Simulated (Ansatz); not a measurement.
Li, DFT, PBE, all-electron LAPW, scalar-relativistic (Ansatz 0.2.0), run on 1 thread of Intel(R) Xeon(R) Platinum 8488C (Sapphire Rapids) on a shared host.

The cell is a measured one (Crystallography Open Database entry 9017802); the temperature and pressure of the measurement aren't taken into account, and nothing was relaxed. The listed cell was then made from it by scaling, straining or moving an atom.

Command: `ansatz run input.yaml --threads 1 --pin off --max-ram 6144MiB --backend cpu --events-out ev --progress --plain --runs-dir out`

```yaml
crystal:
  lattice:
    - [1.6777511806, 1.0322629797, 7.6249851994]
    - [-1.4232467508, 0.9857480107, 7.5784702304]
    - [0.0869690701, -1.6765374905, 7.5614445701]
  atoms:
    - { symbol: Li, position: [0.0, 0.0, 0.0] }
    - { symbol: Li, position: [0.222, 0.222, 0.222] }
    - { symbol: Li, position: [0.778, 0.778, 0.778] }
kpoints:
  mp_grid: { grid: [12, 12, 12] }
  band_path:
    path:
      - [0.0, 0.0, 0.0]
      - [-0.5, -0.5, -0.5]
      - [0.5, 0.0, 0.0]
      - [0.0, 0.0, 0.0]
      - [0.0, 0.0, 0.5]
      - [0.0, -0.5, 0.0]
      - [0.0, 0.0, 0.0]
      - [0.5, 0.0, 0.5]
      - [-0.5, -0.5, 0.0]
    npoints: 5
scf:
  occupations: { method: fermi_dirac, width: 0.05 }
hamiltonian:
  xc: pbe
  pseudopotentials: { kind: all_electron, lapw: { basis_error: 0.001 } }
output:
  forces: true
  stress: true
  eigenvalues: true
```

Problem. How large is the problem that the program sets up?

Solution. 868 irreducible k-points, 73 plane waves at Γ, 9 bands.

Problem. Estimate the wall time and the peak memory.

Solution. 25 s of wall time for 6 SCF iterations, with a peak of 0.53 GiB. Times on shared machines scatter by tens of per cent.
